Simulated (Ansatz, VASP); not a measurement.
## Two plane-wave programs on Zn

```
CELL_PARAMETERS angstrom
-1.56904 1.56904 1.60042
1.56904 -1.56904 1.60042
1.56904 1.56904 -1.60042
ATOMIC_POSITIONS crystal
Zn 0.00000 0.00000 0.00000
```

This isn't the form of Zn at room conditions, which is hcp.

Alike in both runs: task single point; functional PBEsol; k mesh 10 × 10 × 10; occupations fermi-dirac, width 0.05 eV; no spin polarisation.

|  | VASP | Ansatz |
| --- | --- | --- |
| version | VASP 6.6.1 | Ansatz 0.2.0 |
| potentials or method | VASP PAW PBE potentials, release 64 (Zn) | Ansatz PAW |
| plane-wave cutoff (eV) | 520 | 420 |
| valence electrons in the cell | 12 | 12 |

|  | VASP | Ansatz | Ansatz less VASP |
| --- | --- | --- | --- |
| gap on the k mesh at the Fermi level (eV) | none | none | - |
| pressure (GPa) | -5.9 | -6.2 | -0.31 |
| largest component of the traceless stress (GPa) | 1.00 | 1.00 | +0.008 |

A gap of «none» marks a metal or a gap that the smearing closes.

Caveats: the PAW data sets were made with another functional, which shifts forces and pressure a little (VASP); the PAW data sets come from PBE, with cores solved anew for the run's functional, which leaves a small shift of forces and pressure (Ansatz).
